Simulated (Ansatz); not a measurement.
A run of Ansatz 0.2.0 is set up as follows.

File input.yaml:

```yaml
crystal:
  lattice:
    - [3.724, 0.0, 0.0]
    - [-1.862, 3.2250786037, 0.0]
    - [0.0, 0.0, 5.062]
  atoms:
    - { symbol: Pt, position: [0.0, 0.0, 0.0] }
    - { symbol: Se, position: [0.6666666667, 0.3333333333, 0.75] }
    - { symbol: Se, position: [0.3333333333, 0.6666666667, 0.25] }
hamiltonian:
  xc:
    exchange: pbe
    correlation: pbe
    exx: { coeff: 0.25, omega: 0.2078699 }
  pseudopotentials: { kind: paw }
kpoints:
  mp_grid: { grid: [5, 5, 3] }
scf:
  occupations: { method: fermi_dirac, width: 0.05 }
output:
  forces: true
  stress: true
  eigenvalues: true
  write_density: true
  write_potential: true
  elf: true
  volumetric_format: npy
```

Potentials or basis: Ansatz PAW.

The run is started by

```sh
$ ansatz run input.yaml --threads 2 --pin off --max-ram 5632MiB --backend cpu --events-out ev --progress --plain --runs-dir out
```

Task: Predict the largest force.

Result: 0.051 eV/Å.

Task: What does it give for the band gap on the k mesh?

Result: 0.19 eV, indirect (least direct gap 1.36 eV).

Forces in eV/Å, atoms in the order of the input:
```
Pt   0.000  0.000  0.000
Se   0.000  0.000 -0.051
Se   0.000  0.000  0.051
```

Caveat: odd divisions of the mesh miss points on the zone boundary, where band edges often lie, so the gap on the mesh can be too wide; spin-orbit coupling is left out, which moves the levels of the heavy elements; the PAW data sets come from PBE, with cores solved anew for the run's functional, which leaves a small shift of forces and pressure. A k mesh can miss the band edges.
